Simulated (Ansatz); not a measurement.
# WS2 (2H monolayer): the G0W0 gap against the k mesh

Wanted: mesh convergence of the gap correction in WS2 (2H monolayer).

Calculated with Ansatz 0.2.0; G0W0 on PBE, plane waves, PAW.

**1. The starting structure**

The cell holds 3 atoms: 1 W and 2 S. Cell: a = 3.188 Å, b = 3.188 Å, c = 29.500 Å, α = 90.0°, β = 90.0°, γ = 120.0°. Vacuum lies along c.

The structure was relaxed with PBE. The runs that relaxed it are not among those shown. Spin-orbit coupling is left out unless a step names it. The default PAW set here is soft_2. Its files were made with PBE. The Coulomb interaction is cut off across the vacuum.

**2. The 3×3×1 mesh**

G0W0 replaces the xc potential by the self-energy, built once from these orbitals. Only a window of levels is corrected, while the sums run over the empty bands that the input names.

File input.yaml:

```yaml
crystal:
  lattice:
    - [3.1876840329, 0.0, 0.0]
    - [-1.5938420165, 2.7606153518, 0.0]
    - [0.0, 0.0, 29.5]
  atoms:
    - { symbol: W, position: [0.3333333333, 0.6666666667, 0.5] }
    - { symbol: S, position: [0.6666666667, 0.3333333333, 0.5532708694] }
    - { symbol: S, position: [0.6666666667, 0.3333333333, 0.4467291306] }
  periodic: [true, true, false]
kpoints:
  mp_grid: { grid: [3, 3, 1] }
hamiltonian:
  xc: pbe
scf:
  occupations: { method: fixed }
gw:
  n_empty_bands: 196
  ecut_chi: 48.0
  qp_bands: [v2, c2]
  qp_kpoints: band_edges
  screening: { model: contour_deformation }
```

The run is started by

```console
ansatz run input.yaml --threads 3 --pin off --max-ram 64512MiB --backend cuda --events-out ev --progress --plain --runs-dir out --devices 1 --max-vram 24GiB  # rebuilt from the run's record
```

Numbers of over 12 decimals in the logs are rounded to 6 here.

Output:

```text
GPUs: using 1 of 1 available (devices: 1).
Engine: ansatz 0.2.0, x86_64-unknown-linux-gnu
Pseudopotentials: kind: paw
Pseudopotential: W, paw, valence charge 14, recommended cutoff 420 eV (normal), W.paw.azcp
Pseudopotential: S, paw, valence charge 6, recommended cutoff 420 eV (normal), S.paw.azcp
Functional definition: PBE
  parameter kappa = 0.804
  parameter beta = 0.066725
  exchange = pbe_x(kappa = kappa, mu = beta*pi^2/3)
  correlation = pbe_c(beta = beta)
device memory: the entry about to start is reckoned to put 1.9 GiB on a device that reports 66.0 GiB free (of which the cap on the GPU budget leaves the run 24.0 GiB)
GPU FFT provider: cuFFT
GPU libraries: cuBLAS 13.8.2, cuFFT 12.4.0, cuSOLVER 12.3.4
Crystal: 3 atoms, lattice volume = 259.599 Å³
Basis set: ecut = 420 eV, 5127 PW (Γ)
Bands: 17, of which v1, the nominal top of the filled ones, is band 13 counted from 1 (12 counted from 0)
Symmetry: 12 space group operations
Space group: P-6m2 (ITA 187), of the structure as read, at distance tolerance 6.4e-5 Å
k-points: 3 of 9 (time reversal used)
Non-local potential: W, projectors of the file, l = 0: 3, l = 1: 2, l = 2: 2, l = 3: 1
Non-local potential: S, projectors of the file, l = 0: 2, l = 1: 2, l = 2: 2
PAW form: soft (Blöchl's): semilocal exchange-correlation on the pseudo side does not see the compensation charge
PAW one-centre angular grid: W, 590 points (default); XC on 64 Gauss nodes
PAW one-centre angular grid: S, 110 points (default); XC on 64 Gauss nodes
Initial density: superposition of atomic densities (neutral atoms: chi_scale 0, normalization atom), corrected by the library's trained network
Initial wavefunctions: pseudopotential atomic-orbital guess
GPU buffer pool allocated for 115200 grid points (all kernels)
GPU transforms: local potential and band sums: pruned to the plane-wave sphere, on 24×24×200
Functional: x = pbe(κ = 0.804, μ = 0.219515), c = pbe(β = 0.066725)
SCF iter   1: F=—  HF=-12191.418957 eV  |F-HF|=—  |Δ(HF+E_count)|=         —  Δρ=4.55e-3  dr2=8.87e-2  ethr=1.77e-3  ⟨swp⟩=7.7  Hψ=351  notcnv=0  defer=4
preconditioner: auto → none  [insulator: Δε(μ)=1.802 eV  Ē_g=8.671 eV  n_scr=16 (ndim 8)  ℏωp=9.8 eV  f_vac=0.761  ε∞_Penn≈2.3]
SCF iter   2: F=—  HF=-12191.460334 eV  |F-HF|=—  |Δ(HF+E_count)|=   4.14e-2  Δρ=5.78e-3  dr2=3.22e-1  ethr=3.41e-4  ⟨swp⟩=5.0  Hψ=164  notcnv=0  defer=6  recentre
SCF iter   3: F=—  HF=-12191.411397 eV  |F-HF|=—  |Δ(HF+E_count)|=   4.89e-2  Δρ=2.18e-3  dr2=9.59e-3  ethr=3.41e-4  ⟨swp⟩=4.3  Hψ=110  notcnv=0  defer=6
SCF iter   4: F=—  HF=-12191.414091 eV  |F-HF|=—  |Δ(HF+E_count)|=   2.69e-3  Δρ=3.73e-4  dr2=3.53e-4  ethr=3.69e-5  ⟨swp⟩=3.3  Hψ=125  notcnv=0  defer=6
SCF iter   5: F=—  HF=-12191.414220 eV  |F-HF|=—  |Δ(HF+E_count)|=   1.29e-4  Δρ=1.55e-4  dr2=2.96e-5  ethr=1.36e-6  ⟨swp⟩=3.3  Hψ=116  notcnv=0  defer=6
SCF iter   6: F=—  HF=-12191.414262 eV  |F-HF|=—  |Δ(HF+E_count)|=   4.18e-5  Δρ=3.83e-5  dr2=3.87e-6  ethr=1.14e-7  ⟨swp⟩=3.3  Hψ=123  notcnv=0  defer=6
SCF iter   7: F=—  HF=-12191.414262 eV  |F-HF|=—  |Δ(HF+E_count)|=   1.08e-7  Δρ=1.20e-5  dr2=3.13e-7  ethr=1.49e-8  ⟨swp⟩=3.3  Hψ=106  notcnv=0  defer=6
SCF iter   8: F=-12191.414262 eV  HF=-12191.414262 eV  |F-HF|=7.62e-9  |Δ(HF+E_count)|=   2.74e-8  Δρ=2.07e-6  dr2=1.48e-8  ethr=3.85e-10  ⟨swp⟩=11.3  Hψ=333  notcnv=0
SCF 1 converged in 8 iterations: F = -12191.414262 eV  dr2 = 1.48e-8
[...]
device memory: the entry about to start is reckoned to put 2.7 GiB on a device that reports 65.9 GiB free (of which the cap on the GPU budget leaves the run 24.0 GiB)
NSCF: frozen V_eff on 3 k-points
[...]
device memory: the entry about to start is reckoned to put 4.7 GiB on a device that reports 65.9 GiB free (of which the cap on the GPU budget leaves the run 24.0 GiB)
NSCF: frozen V_eff on 3 k-points
G₀W₀ screening: q 1/3
[... further progress lines ...]
device memory: the entry about to start is reckoned to put 0.6 GiB on a device that reports 65.8 GiB free (of which the cap on the GPU budget leaves the run 24.0 GiB)
NSCF: frozen V_eff on 1 k-points
SCF converged after 8 iterations
Free energy (F): -12191.414262 eV
Harris-Foulkes:  -12191.414262 eV  (|F-HF|=7.62e-9)
Internal energy: -12191.414262 eV  (E = F + TS)
E sigma→0 (E₀):  -12191.414262 eV
Fermi energy:    -5.671231 eV
--- Per-component energies (eV) ---
  E_band       = -622.041087
  E_kinetic    = 665.051296
  E_local      = -42867.589694  (includes V_loc(G=0)·N_el)
  E_nonlocal   = 57.419480
  E_hartree    = 21036.205431
  E_xc         = -461.547555
  E_vxc        = -414.204644  (∫ρ·V_xc dr)
  E_paw        = -9763.133741  (= ΣΔE_a)
  E_vpaw       = -135.119709  (= ΣTr[D̂ρ^β])
  E_aug_tail   = -0.000060  (compensation charges beyond the density's cutoff)
  E_ewald      = 19142.180582
  E_smearing   = -0.000000  (= −TS)
  E_closure    = -0.000000  (closes the sum)
  Σ components = -12191.414262   (vs F -12191.414262, Δ=0.00e0)
--- Band table (eV) ---
  k-point 0: bands = [... 9 lower, -7.8504, -7.3433, -7.3433, -5.7750, -2.8558, -2.8558, -2.7011, -2.7011]
  k-point 1: bands = [... 9 lower, -8.7853, -7.6613, -7.3346, -6.8891, -3.1297, -3.1209, -2.1059, -1.2885]
  k-point 2: bands = [... 9 lower, -9.6034, -8.9868, -8.1093, -5.6712, -3.8852, -2.3927, -1.6627, -0.2184]
--- G₀W₀: contour deformation, 6 samples at zero and on the imaginary axis and 1 off it, 9 q-points, 196 empty bands' worth ---
  eigenvalues of the whole cell's RPA ε∞ on this k-mesh (on a slab, of 1 + 4πα/V) = 1.1676, 4.8736, 4.8736; static W/v taken at q = 0 is 0.409644
  gw.qp_kpoints: band_edges: 3 of 3 stored k-points solved, in 1 pass; an edge of the gap read off the rows below is read off those points alone
    ik  band        ε_KS         Σx   Σc(E_QP)       V_xc       Z   E_QP_lin       E_QP  E_QP is
     0    12     -7.3433   -20.3392     2.2905   -18.2005  0.7052    -7.1924    -7.1915  root
     0    13     -5.7750   -18.1324     1.1447   -17.1139  0.7132    -5.6493    -5.6487  root
     0    14     -2.8558   -13.5555    -4.0063   -18.3242  0.7111    -2.0620    -2.0934  root
     0    15     -2.8558   -13.5555    -4.0063   -18.3242  0.7111    -2.0620    -2.0934  root
     1    12     -7.3346   -19.5838     2.6321   -17.0059  0.7004    -7.2804    -7.2803  root
     1    13     -6.8891   -18.5239     1.7267   -16.8474  0.7031    -6.8390    -6.8388  root
     1    14     -3.1297   -13.6063    -3.9299   -18.1423  0.7077    -2.5042    -2.5236  root
     1    15     -3.1209   -15.2558    -4.0506   -20.0511  0.7031    -2.3455    -2.3762  root
     2    12     -8.1093   -19.6801     3.0508   -16.6037  0.6856    -8.1349    -8.1349  root
     2    13     -5.6712   -19.3625     1.3653   -18.1486  0.7097    -5.5206    -5.5198  root
     2    14     -3.8852   -14.9889    -4.0984   -19.8153  0.7067    -3.1290    -3.1573  root
     2    15     -2.3927   -12.2649    -4.1819   -17.0717  0.7128    -1.7473    -1.7679  root
```

Run time: 4.5 s. Hardware: 1 × NVIDIA H100 80GB HBM3 (shared by 3 runs) with 3 threads of AMD EPYC 7R13 (Zen 3), shared host; peak memory 1.1 GiB; 5.1 s of CPU time.

This step gave:

| Item | Value |
| --- | --- |
| bands summed | 209 |
| plane waves in the screening matrix | 183 |
| q-points in the mesh | 9 |
| G0W0 gap on the mesh | 2.363 eV |
| k of the valence top | 0.3333, 0.3333, 0 |
| k of the conduction bottom | 0.3333, 0.3333, 0 |
| starting gap on the mesh | 1.786 eV |
| Z at the valence top | 0.7097 |
| Z at the conduction bottom | 0.7067 |
| least direct G0W0 gap on the computed points | 2.363 eV |

The gap on the mesh goes from 1.79 eV to 2.36 eV, a correction of +0.58 eV. Between the two edge states, bare exchange in place of the xc potential would open the gap by 6.04 eV, and correlation takes back 5.46 eV.

**3. The 6×6×1 mesh**

Only the mesh changes. It samples the long-range screening, which converges on its own terms.

Changes to input.yaml since step 2:

```diff
@@ -11,3 +11,3 @@
 kpoints:
-  mp_grid: { grid: [3, 3, 1] }
+  mp_grid: { grid: [6, 6, 1] }
 hamiltonian:
```

Output:

```text
GPUs: using 1 of 1 available (devices: 1).
[...]
GPU FFT provider: cuFFT
GPU libraries: cuBLAS 13.8.2, cuFFT 12.4.0, cuSOLVER 12.3.4
Crystal: 3 atoms, lattice volume = 259.599 Å³
Basis set: ecut = 420 eV, 5127 PW (Γ)
Bands: 17, of which v1, the nominal top of the filled ones, is band 13 counted from 1 (12 counted from 0)
Symmetry: 12 space group operations
[...]
k-points: 7 of 36 (time reversal used)
[...]
GPU buffer pool allocated for 115200 grid points (all kernels)
[...]
SCF iter   1: F=—  HF=-12191.427124 eV  |F-HF|=—  |Δ(HF+E_count)|=         —  Δρ=2.62e-3  dr2=2.14e-2  ethr=1.77e-3  ⟨swp⟩=7.9  Hψ=830  notcnv=0  defer=10
[...]
SCF iter   7: F=-12191.434293 eV  HF=-12191.434293 eV  |F-HF|=4.05e-8  |Δ(HF+E_count)|=   1.57e-7  Δρ=2.42e-6  dr2=7.29e-9  ethr=3.85e-10  ⟨swp⟩=11.1  Hψ=740  notcnv=0
SCF 1 converged in 7 iterations: F = -12191.434293 eV  dr2 = 7.29e-9
[...]
0    12     -7.3311   -20.1708     1.9440   -18.2260  0.7327    -7.3318    -7.3318  root
     0    13     -5.7557   -18.1882     1.0123   -17.1380  0.7375    -5.7936    -5.7935  root
     0    14     -2.8441   -13.6655    -3.7321   -18.3099  0.7371    -1.9015    -1.9318  root
     0    15     -2.8441   -13.6655    -3.7321   -18.3099  0.7371    -1.9015    -1.9318  root
     1    12     -7.1149   -18.2746     2.4862   -15.5613  0.7319    -7.3435    -7.3420  root
     1    13     -6.0768   -18.8857     1.2309   -17.6390  0.7333    -6.0927    -6.0927  root
     1    14     -3.3612   -12.8222    -3.4134   -16.9897  0.7390    -2.5880    -2.6072  root
     1    15     -3.0143   -14.1684    -3.5207   -18.5446  0.7284    -2.1310    -2.1588  root
[...]
6    12     -8.0779   -19.8069     2.9922   -16.6179  0.7035    -8.2763    -8.2747  root
     6    13     -5.7157   -18.9081     0.7692   -18.1777  0.7388    -5.6768    -5.6768  root
     6    14     -3.9078   -15.7052    -3.2941   -19.8377  0.7395    -3.0480    -3.0695  root
     6    15     -2.3792   -12.1841    -4.0695   -17.0792  0.7369    -1.5275    -1.5535  root
[key lines of the parts left out:]
SCF converged after 7 iterations
Free energy (F): -12191.434293 eV
Fermi energy:    -5.715654 eV
```

Run time: 6.4 s. Hardware: 1 × NVIDIA H100 80GB HBM3 (shared by 3 runs) with 3 threads; peak memory 1.3 GiB; 9.8 s of CPU time.

This step gave:

```
bands summed                                 : 209
plane waves in the screening matrix          : 183
q-points in the mesh                         : 36
G0W0 gap on the mesh                         : 2.607 eV
k of the valence top                         : 0.3333, 0.3333, 0
k of the conduction bottom                   : 0.3333, 0.3333, 0
starting gap on the mesh                     : 1.808 eV
Z at the valence top                         : 0.7388
Z at the conduction bottom                   : 0.7395
least direct G0W0 gap on the computed points : 2.607 eV
```

Against the run with 3×3×1 mesh, 196 empty bands, screening to 48 eV, the gap moves by +0.24 eV, while the start moved by +0.02 eV.

**4. The 12×12×1 mesh**

Changes to input.yaml since step 3:

```diff
@@ -11,3 +11,3 @@
 kpoints:
-  mp_grid: { grid: [6, 6, 1] }
+  mp_grid: { grid: [12, 12, 1] }
 hamiltonian:
```

Output:

```text
GPUs: using 1 of 1 available (devices: 1).
[...]
GPU FFT provider: cuFFT
GPU libraries: cuBLAS 13.8.2, cuFFT 12.4.0, cuSOLVER 12.3.4
Crystal: 3 atoms, lattice volume = 259.599 Å³
Basis set: ecut = 420 eV, 5127 PW (Γ)
Bands: 17, of which v1, the nominal top of the filled ones, is band 13 counted from 1 (12 counted from 0)
Symmetry: 12 space group operations
[...]
k-points: 19 of 144 (time reversal used)
[...]
1    15     -2.9451   -13.6247    -3.7179   -18.2680  0.7465    -1.9956    -2.0198  root
[...]
18    12     -8.0797   -19.8196     2.9789   -16.6182  0.7076    -8.3039    -8.3022  root
    18    13     -5.7190   -18.7799     0.6325   -18.1780  0.7463    -5.6884    -5.6883  root
    18    14     -3.9095   -15.8481    -3.1382   -19.8382  0.7476    -3.0412    -3.0577  root
    18    15     -2.3811   -12.1772    -4.0398   -17.0795  0.7426    -1.4951    -1.5185  root
[key lines of the parts left out:]
SCF converged after 7 iterations
Free energy (F): -12191.436960 eV
Fermi energy:    -5.718958 eV
```

The job ended after 32 s (1 × NVIDIA H100 80GB HBM3 (shared by 3 runs) with 3 threads; peak memory 1.6 GiB).

This step gave:

```
bands summed                                 : 209
plane waves in the screening matrix          : 183
G0W0 gap on the mesh                         : 2.631 eV
k of the valence top                         : 0.3333, 0.3333, 0
k of the conduction bottom                   : 0.3333, 0.3333, 0
starting gap on the mesh                     : 1.809 eV
least direct G0W0 gap on the computed points : 2.631 eV
```

Against the run with 6×6×1 mesh, 196 empty bands, screening to 48 eV, the gap moves by +0.02 eV.

**5. The 18×18×1 mesh**

Changes to input.yaml since step 4:

```diff
@@ -11,3 +11,3 @@
 kpoints:
-  mp_grid: { grid: [12, 12, 1] }
+  mp_grid: { grid: [18, 18, 1] }
 hamiltonian:
```

Output:

```text
GPUs: using 1 of 1 available (devices: 1).
[...]
GPU FFT provider: cuFFT
GPU libraries: cuBLAS 13.8.2, cuFFT 12.4.0, cuSOLVER 12.3.4
Crystal: 3 atoms, lattice volume = 259.599 Å³
Basis set: ecut = 420 eV, 5127 PW (Γ)
Bands: 17, of which v1, the nominal top of the filled ones, is band 13 counted from 1 (12 counted from 0)
Symmetry: 12 space group operations
[...]
k-points: 37 of 324 (time reversal used)
[...]
1    15     -2.8348   -13.6605    -3.5107   -18.0478  0.7319    -1.9327    -1.9582  root
[...]
36    12     -8.0797   -19.8208     2.9787   -16.6182  0.7078    -8.3054    -8.3036  root
    36    13     -5.7190   -18.7663     0.6202   -18.1780  0.7469    -5.6870    -5.6870  root
    36    14     -3.9095   -15.8631    -3.1241   -19.8382  0.7483    -3.0426    -3.0586  root
    36    15     -2.3811   -12.1765    -4.0380   -17.0795  0.7429    -1.4929    -1.5162  root
[key lines of the parts left out:]
SCF converged after 7 iterations
Free energy (F): -12191.436974 eV
Fermi energy:    -5.718981 eV
```

Wall time 2 min (1 × NVIDIA H100 80GB HBM3 (shared by 3 runs) with 3 threads); peak memory 2.2 GiB; 3.6 min of CPU time.

This step gave:

```yaml
bands_summed: 209
plane_waves_in_the_screening_matrix: 183
g0w0_gap_on_the_mesh: 2.628 eV
k_of_the_valence_top: 0.3333, 0.3333, 0
k_of_the_conduction_bottom: 0.3333, 0.3333, 0
starting_gap_on_the_mesh: 1.809 eV
least_direct_g0w0_gap_on_the_computed_points: 2.628 eV
```

Against the run with 12×12×1 mesh, 196 empty bands, screening to 48 eV, the gap moves by −0.002 eV.

**6. The meshes together**

Times are wall times on 1 × NVIDIA H100 80GB HBM3 (shared by 3 runs) with 3 threads of AMD EPYC 7R13 (Zen 3), shared host, good to a factor of about two.

| mesh | points | irreducible | start (eV) | G0W0 (eV) | shift (eV) | mean of 1 + 4πα/V (set by the cell height) | time |
| --- | --- | --- | --- | --- | --- | --- | --- |
| 3×3×1 | 9 | 3 | 1.786 | 2.363 | +0.577 | 3.64 | 4.5 s |
| 6×6×1 | 36 | 7 | 1.808 | 2.607 | +0.799 | 2.96 | 6.4 s |
| 12×12×1 | 144 | 19 | 1.809 | 2.631 | +0.821 | 2.82 | 32 s |
| 18×18×1 | 324 | 37 | 1.809 | 2.628 | +0.819 | 2.82 | 2 min |

**7. What came out**

```
3×3×1    : 2.363 eV (shift +0.577)
6×6×1    : 2.607 eV (shift +0.799)
12×12×1  : 2.631 eV (shift +0.821)
18×18×1  : 2.628 eV (shift +0.819)
settings : PBE start, 196 empty bands, 48 eV
```

In words: The shift is +0.58 eV on 3×3×1 and +0.82 eV on 18×18×1; the last step moves it by −0.002 eV. The mean of 1 + 4πα/V (set by the cell height) ranges from 2.82 to 3.64 and ends at 2.82; the coarsest mesh overstates it. From 9 to 324 points the time grows 27-fold. Bands and cutoff are modest here, so the values stand off the basis limit. The many-body steps are scalar-relativistic: spin-orbit coupling is not in them.

[Paths, hosts, dates, memory and timing lines, banners, echoed tables and standing remarks are left out of the program output.]

[Logs are printed without paths, hosts, clocks, repeated set-up lines and the standing remarks that a program may print on its own settings, such as how far it seeks lower states.]

[Runs of the session that timed out or met a known fault of the program may be left out.]

[Cells called generated may have been cut or substituted from an entry of the Crystallography Open Database or the Materials Project.]

[Hosts, paths, dates, database ids (printed as entryN), source tags and the programs' standing remarks are cut or masked in the printed files.]
